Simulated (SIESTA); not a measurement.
## Sb under changes of volume

One of the cells (31.554 Å³/atom); the others are scaled copies at fixed shape and fractional positions:

```
Sb
1.0
     3.16000    0.00000    0.00000
     0.00000    3.16000    0.00000
     0.00000    0.00000    3.16000
Sb
1
Cartesian
  0.0000 0.0000 0.0000
```

This isn't the form of Sb at room conditions, which is rhombohedral.

- Program: SIESTA 5.4.2
- Functional: LDA
- Potentials or basis: PseudoDojo 0.4 standard (LDA files)
- Basis: DZP (energy shift 0.003 Ry; two zetas on semicore shells)
- Grid cutoff: 500 Ry
- Energy shift: 0.003 Ry
- k mesh: 8 × 8 × 8
- Occupations: fermi-dirac, width 0.05 eV
- Spin: no spin polarisation

| volume (Å³/atom) | energy over the lowest point (meV/atom) | pressure (GPa) |
| --- | --- | --- |
| 29.661 | 0.00 | -1.9 |
| 30.292 | ? | ? |
| 30.923 | 23.51 | -4.0 |
| 31.554 | 41.22 | -5.0 |
| 32.186 | 62.39 | -5.7 |
| 32.817 | 86.62 | -6.5 |
| 33.448 | 113.49 | -7.1 |

Q: What does the run at 30.292 Å³/atom give?

A: Energy over the lowest point 9.56 meV/atom; pressure -3.0 GPa.

Worked out: A Birch-Murnaghan fit of order 3 (a polynomial in V^(-2/3)) to the other rows has its minimum at 28.78 Å³/atom, just outside them, with B0 = V·E''(V) = 65 GPa and B' = 4.3. It gives 9.60 meV/atom at 30.292 Å³/atom, against the run's 9.56, and -dE/dV = -3.0 GPa, against -3.0.

Energies are extrapolated to zero smearing.

Caveats: the basis of atomic orbitals isn't converged, which shifts pressures, moduli and gaps.
